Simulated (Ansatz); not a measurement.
**A vibration from a frozen displacement in ZnS**

The calculation used DFT PBE, scalar-relativistic, plane waves, PAW in Ansatz. Settings: plane waves to 420 eV, k-mesh 6×6×6 (Γ-centred), Gaussian smearing 0.05 eV. No spin polarisation. Energies are free energies at this smearing, counted from the undisturbed cell; pressure is positive in compression.

Zero of the scan (as given, not relaxed at this level; it stands at 1.4 GPa):

```
Zn S
1.0
     5.40930    0.00000    0.00000
     0.00000   -5.40930    0.00000
     0.00000    0.00000   -5.40930
Zn S
4 4
Direct
  0.00000 0.50000 0.50000
  0.50000 0.00000 0.50000
  0.50000 0.50000 0.00000
  0.00000 0.00000 0.00000
  0.75000 0.75000 0.75000
  0.25000 0.25000 0.75000
  0.25000 0.75000 0.25000
  0.75000 0.25000 0.25000
```

Atom 5 (S) is moved by x along the Cartesian unit vector (0.000, 1.000, 0.000); the cell and all other atoms stay fixed. The cell's volume is 158.28 Å³; the moved atoms weigh 32.060 u together and the others 357.700 u. Some rows repeat others by symmetry and weren't run.

| x (Å) | ΔE (meV/cell) | total force on the moved atoms along the move (eV/Å) | pressure (GPa) |
| --- | --- | --- | --- |
| -0.2000 | 178.77 | 1.7758 | 1.7666 |
| -0.1667 | 124.44 | 1.4862 | 1.6477 |
| -0.1333 | 79.70 | 1.1924 | 1.5495 |
| -0.1000 | 44.91 | 0.8968 | 1.4730 |
| -0.0667 | 20.00 | 0.5992 | 1.4181 |
| -0.0333 | 4.99 | 0.2995 | 1.3850 |
| 0.0000 | 0.00 | 0.0000 | 1.3740 |
| 0.0333 | 4.99 | -0.2995 | 1.3850 |
| 0.0667 | 20.00 | -0.5992 | 1.4181 |
| 0.1000 | 44.91 | -0.8968 | 1.4730 |
| 0.1333 | 79.70 | -1.1924 | 1.5495 |
| 0.1667 | 124.44 | -1.4862 | 1.6477 |
| 0.2000 | 178.77 | -1.7758 | 1.7666 |

What frequency belongs to this motion?

The force constant is k = −dF/dx = 8.994 eV/Å², from the parabola through x = -0.0333, 0 and 0.0333. In every cell the moved atoms swing against the rest, so the mass is μ = m₁m₂/(m₁ + m₂) = 29.423 u, and ν̃ = 521.5 cm⁻¹ × √(|k|/μ) = 288 cm⁻¹, at this cell's pressure of 1.4 GPa. The pattern needn't be a normal mode: ν̃² is then a weighted mean of the squared nonzero frequencies at the zone centre of this cell, taken without macroscopic field, so it lies between the lowest and the highest of them.

How far does the harmonic law reach?

At x = -0.200 Å, kx²/2 = 179.88 meV against the computed 178.77 meV (-0.6 %): the well is still close to harmonic there.

The pressure changes with x². What does that say about the frequency under compression?

With E = k(V)x²/2, k ∝ V^(−2γ) and x scaling with the cell as V^(1/3), P − P0 = −∂E/∂V = (2γ − 2/3) ΔE/V. At x = 0.0667 Å, V(P − P0) = 158.28 × 0.04410 / 160.2 eV = 43.56 meV and ΔE = 20.00 meV, so γ = 1/3 + V(P − P0)/(2ΔE) = 1.42. This is the Grüneisen parameter of the motion under uniform scaling of the cell: shrinking the cell evenly by 1 % in volume raises the frequency by about 1.42 %.

The restoring force on the sulfur comes mainly from stretching and compressing its polar covalent bonds to the surrounding zinc tetrahedron. At a site of this symmetry the harmonic force constant is the same in every direction, but the anharmonicity is not. A move along a cube axis shortens two bonds and lengthens the other two, so the cubic term vanishes by symmetry and only a weak even-order softening remains. The nearly parabolic well therefore reflects the chosen direction as well as the stiffness of the bonds; along a bond, the two senses of displacement would differ.

Displacing one sulfur rather than the whole sublattice mixes the optical mode of the primitive cell with folded zone-boundary modes, so 288 cm⁻¹ is not a direct prediction of the transverse optical Raman line. The positive Grüneisen parameter of 1.42 fits bonds that stiffen as they shorten, but it doesn't rule out the negative values familiar for transverse acoustic, bond-bending modes in tetrahedral semiconductors, which govern low-temperature thermal expansion.
